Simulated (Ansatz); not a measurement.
Level of theory: DFT PBE, scalar-relativistic, plane waves, PAW in Ansatz. Settings: cutoff 420 eV, Γ-centred meshes spaced at most about 0.3 Å⁻¹, and about 0.25 Å⁻¹ or finer for metals (2π included), Gaussian smearing. No spin polarisation in the final relaxations.

Temperature and zero-point effects are left out.

Compare these two cells of Li, each relaxed at this level.

A.

```xyz
1
Lattice="0.0000 2.1611 2.1611 2.1611 0.0000 2.1611 2.1611 2.1611 0.0000" Properties=species:S:1:pos:R:3 pbc="T T T"
Li    2.1611    2.1611    2.1611
```

B.

```xyz
4
Lattice="1.5413 -2.6276 0.0000 1.5413 2.6276 0.0000 0.0000 0.0000 9.9842" Properties=species:S:1:pos:R:3 pbc="T T T"
Li    1.5413   -0.8459    2.4960
Li    1.5413    0.8459    7.4881
Li    0.0000    0.0000    0.0000
Li    0.0000    0.0000    4.9921
```

**Question.** Which is lower in energy, and by how much?

**Answer.** They are level within the accuracy (under 1 meV/atom apart). A has the fcc type, space group Fm-3m (No. 225), 20.2 Å³/atom and no gap on its mesh; B has space group Cmcm (No. 63), 20.2 Å³/atom and no gap. Counting all near atoms (those within 1.25 times the shortest distance at each site), A and B both have Li 12. Both come from invented guesses. The part of the Crystallography Open Database at hand lists Li in space groups No. 166, 191, 194, 225, 229; sharing a group (Fm-3m) doesn't make a cell the listed structure.

The k mesh leaves some 4 meV/atom of noise in the energy of each metallic cell. Cells relaxed within their symmetry can be saddle points.
